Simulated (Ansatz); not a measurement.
Steps from a short run of molecular dynamics on a 2×2×1 supercell (16 atoms) of CuGaSe2 (ordering on zincblende), relaxed with r2SCAN; forces from PBE in the PAW code Ansatz, 2×2×2 mesh, Fermi-Dirac smearing of 0.190 eV, Langevin thermostat and barostat (NPT), set at 2200 K. Classical nuclei, no spin polarisation; a few dozen steps show the first response, not equilibrium. The structure comes from a prototype and may be hypothetical.

Task: At 12 fs the positions in Å are
```
cell (Å): 7.864 0.000 0.000; 0.000 7.864 0.000; 0.000 0.000 5.644
Cu   0.014  -0.012   0.052
Se   0.024   2.005   1.421
Ga   2.033   1.888   2.770
Se   1.879  -0.030   4.317
Cu  -0.019   3.916   0.013
Se   0.008   5.975   1.352
Ga   2.072   6.024   2.767
Se   1.945   3.865   4.217
Cu   3.961   0.002   0.032
Se   3.976   2.068   1.418
Ga   5.841   1.893   2.887
Se   5.916   0.002   4.328
Cu   4.001   3.881  -0.048
Se   3.823   5.908   1.386
Ga   5.881   5.906   2.715
Se   5.951   3.913   4.208
```
What are the forces, and how far does the free energy (smearing included) lie above that of step 0, with the atoms on their sites?

Result: 38.6 meV an atom; forces in eV/Å:
```
cell (Å), as above: 7.864 0.000 0.000; 0.000 7.864 0.000; 0.000 0.000 5.644
Cu  -0.278   0.607   0.005
Se  -0.409  -0.269  -0.260
Ga  -0.477   0.222   0.621
Se   0.868   0.385  -0.019
Cu   0.208   0.195  -0.036
Se   0.199  -0.786   0.025
Ga  -1.831  -0.873   1.410
Se   0.267   0.608   0.170
Cu  -0.244   0.258  -0.051
Se   0.021  -0.723  -0.749
Ga   0.708   0.229  -0.174
Se  -0.241  -0.547  -0.049
Cu  -0.281   0.364  -0.382
Se   1.671  -0.162  -1.537
Ga   0.024   0.082   0.643
Se  -0.205   0.410   0.384
```

Task: At 15 fs the positions in Å are
```
cell (Å): 7.868 0.000 0.000; 0.000 7.868 0.000; 0.000 0.000 5.647
Cu   0.015  -0.019   0.057
Se   0.033   2.013   1.427
Ga   2.053   1.874   2.763
Se   1.862  -0.039   4.338
Cu  -0.022   3.915   0.019
Se   0.012   5.997   1.356
Ga   2.084   6.066   2.751
Se   1.941   3.855   4.208
Cu   3.980   0.004   0.041
Se   3.981   2.093   1.432
Ga   5.837   1.878   2.909
Se   5.924   0.007   4.338
Cu   4.016   3.881  -0.059
Se   3.800   5.912   1.385
Ga   5.876   5.910   2.686
Se   5.963   3.907   4.202
```
What are the forces, and how far does the free energy (smearing included) lie above that of step 0, with the atoms on their sites?

Result: 56.9 meV an atom; forces in eV/Å:
```
cell (Å), as above: 7.868 0.000 0.000; 0.000 7.868 0.000; 0.000 0.000 5.647
Cu  -0.371   0.784   0.013
Se  -0.487  -0.352  -0.211
Ga  -0.687   0.237   0.795
Se   1.098   0.479  -0.169
Cu   0.246   0.242  -0.063
Se   0.194  -0.993   0.029
Ga  -2.238  -0.961   1.827
Se   0.314   0.703   0.181
Cu  -0.309   0.306  -0.051
Se   0.183  -0.818  -0.855
Ga   0.784   0.360  -0.341
Se  -0.280  -0.747  -0.039
Cu  -0.342   0.372  -0.456
Se   2.093  -0.213  -1.879
Ga   0.020   0.059   0.822
Se  -0.219   0.542   0.397
```

Task: At 21 fs the positions in Å are
```
cell (Å): 7.876 0.000 0.000; 0.000 7.876 0.000; 0.000 0.000 5.653
Cu   0.005  -0.041   0.067
Se   0.053   2.029   1.427
Ga   2.078   1.844   2.765
Se   1.835  -0.055   4.381
Cu  -0.039   3.906   0.023
Se   0.013   6.048   1.373
Ga   2.105   6.149   2.719
Se   1.935   3.832   4.183
Cu   4.019   0.006   0.057
Se   3.988   2.144   1.461
Ga   5.829   1.846   2.940
Se   5.930   0.018   4.354
Cu   4.028   3.883  -0.078
Se   3.762   5.920   1.373
Ga   5.864   5.937   2.643
Se   5.980   3.896   4.186
```
What are the forces, and how far does the free energy (smearing included) lie above that of step 0, with the atoms on their sites?

Result: 97.5 meV an atom; forces in eV/Å:
```
cell (Å), as above: 7.876 0.000 0.000; 0.000 7.876 0.000; 0.000 0.000 5.653
Cu  -0.509   1.197  -0.079
Se  -0.620  -0.528  -0.067
Ga  -0.957   0.254   0.946
Se   1.458   0.570  -0.438
Cu   0.333   0.361  -0.137
Se   0.202  -1.500   0.104
Ga  -2.897  -0.963   2.502
Se   0.330   0.888   0.314
Cu  -0.451   0.405  -0.002
Se   0.380  -0.991  -0.996
Ga   0.906   0.690  -0.654
Se  -0.287  -1.078   0.021
Cu  -0.386   0.360  -0.604
Se   2.776  -0.355  -2.408
Ga  -0.013  -0.077   1.069
Se  -0.266   0.767   0.430
```

Task: At 24 fs the positions in Å are
```
cell (Å): 7.883 0.000 0.000; 0.000 7.883 0.000; 0.000 0.000 5.657
Cu   0.004  -0.048   0.073
Se   0.062   2.039   1.425
Ga   2.087   1.830   2.771
Se   1.821  -0.058   4.405
Cu  -0.041   3.905   0.019
Se   0.015   6.071   1.379
Ga   2.106   6.190   2.706
Se   1.928   3.817   4.171
Cu   4.033   0.009   0.062
Se   3.994   2.169   1.471
Ga   5.836   1.835   2.957
Se   5.933   0.018   4.368
Cu   4.023   3.885  -0.090
Se   3.754   5.931   1.366
Ga   5.862   5.953   2.631
Se   5.993   3.894   4.184
```
What are the forces, and how far does the free energy (smearing included) lie above that of step 0, with the atoms on their sites?

Result: 112.8 meV an atom; forces in eV/Å:
```
cell (Å), as above: 7.883 0.000 0.000; 0.000 7.883 0.000; 0.000 0.000 5.657
Cu  -0.621   1.385  -0.113
Se  -0.652  -0.603   0.008
Ga  -0.997   0.244   0.908
Se   1.653   0.561  -0.611
Cu   0.361   0.390  -0.143
Se   0.179  -1.715   0.175
Ga  -2.968  -0.922   2.631
Se   0.363   1.001   0.402
Cu  -0.509   0.451   0.027
Se   0.446  -1.068  -0.942
Ga   0.885   0.813  -0.811
Se  -0.271  -1.162   0.012
Cu  -0.368   0.357  -0.666
Se   2.868  -0.436  -2.452
Ga  -0.022  -0.138   1.135
Se  -0.347   0.843   0.441
```

Task: At 27 fs the positions in Å are
```
cell (Å): 7.891 0.000 0.000; 0.000 7.891 0.000; 0.000 0.000 5.663
Cu   0.001  -0.051   0.080
Se   0.070   2.046   1.420
Ga   2.097   1.814   2.777
Se   1.811  -0.064   4.423
Cu  -0.039   3.908   0.018
Se   0.016   6.092   1.387
Ga   2.104   6.226   2.696
Se   1.922   3.801   4.160
Cu   4.046   0.016   0.065
Se   4.005   2.194   1.474
Ga   5.848   1.825   2.975
Se   5.936   0.018   4.385
Cu   4.012   3.887  -0.103
Se   3.753   5.945   1.361
Ga   5.862   5.969   2.625
Se   6.008   3.891   4.189
```
What are the forces, and how far does the free energy (smearing included) lie above that of step 0, with the atoms on their sites?

Result: 124.1 meV an atom; forces in eV/Å:
```
cell (Å), as above: 7.891 0.000 0.000; 0.000 7.891 0.000; 0.000 0.000 5.663
Cu  -0.680   1.513  -0.155
Se  -0.653  -0.657   0.103
Ga  -0.979   0.263   0.799
Se   1.769   0.550  -0.692
Cu   0.376   0.403  -0.154
Se   0.139  -1.872   0.216
Ga  -2.916  -0.906   2.637
Se   0.388   1.096   0.484
Cu  -0.569   0.482   0.070
Se   0.466  -1.173  -0.788
Ga   0.828   0.935  -0.990
Se  -0.240  -1.240  -0.010
Cu  -0.337   0.371  -0.728
Se   2.836  -0.489  -2.422
Ga  -0.004  -0.196   1.187
Se  -0.423   0.919   0.444
```

Task: At 42 fs the positions in Å are
```
cell (Å): 7.933 0.000 0.000; 0.000 7.933 0.000; 0.000 0.000 5.693
Cu  -0.016  -0.035   0.064
Se   0.128   2.057   1.419
Ga   2.143   1.781   2.820
Se   1.785  -0.066   4.523
Cu  -0.070   3.964   0.015
Se   0.056   6.152   1.397
Ga   2.043   6.389   2.705
Se   1.890   3.747   4.136
Cu   4.054   0.020   0.096
Se   4.061   2.298   1.479
Ga   5.891   1.813   3.037
Se   5.940  -0.006   4.464
Cu   3.926   3.900  -0.209
Se   3.780   6.003   1.293
Ga   5.869   6.072   2.645
Se   6.100   3.905   4.242
```
What are the forces, and how far does the free energy (smearing included) lie above that of step 0, with the atoms on their sites?

Result: 139.0 meV an atom; forces in eV/Å:
```
cell (Å), as above: 7.933 0.000 0.000; 0.000 7.933 0.000; 0.000 0.000 5.693
Cu  -1.093   1.466   0.254
Se  -0.804  -0.626   0.201
Ga  -0.709   0.203   0.271
Se   2.305   0.555  -1.101
Cu   0.715   0.185   0.163
Se  -0.512  -1.824   0.165
Ga  -0.926  -1.133   1.323
Se   0.379   1.471   0.775
Cu  -0.580   0.785   0.058
Se   0.351  -1.400  -0.310
Ga   0.793   1.117  -1.162
Se  -0.229  -0.947  -0.300
Cu  -0.052   0.322  -0.684
Se   1.332  -0.601  -0.681
Ga   0.119  -0.491   0.945
Se  -1.089   0.919   0.082
```
